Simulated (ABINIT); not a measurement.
The system is MgS (Niningerite).

```
S Mg
1.0
     0.00000    2.60165    2.60165
     2.60165    0.00000    2.60165
     2.60165    2.60165    0.00000
S Mg
1 1
Direct
  0.50000 0.50000 0.50000
  0.00000 0.00000 0.00000
```

Program: ABINIT 10.8.3 (patched build). Alike in all runs: task single point; no spin polarisation; cell as given; k mesh 7 × 7 × 7; cutoff (eV) 1034; smearing fermi-dirac 0.05 eV.

Order these runs on this cell by their pressure, lowest first.
A. level LDA; potentials or basis PseudoDojo NC SR LDA v0.4 stringent
B. level PBEsol; potentials or basis PseudoDojo NC SR PBEsol v0.4.1 standard
C. level PBE; potentials or basis PseudoDojo NC SR PBE v0.5 stringent

A (-3.7 GPa), B (-1.4 GPa), C (0.7 GPa).
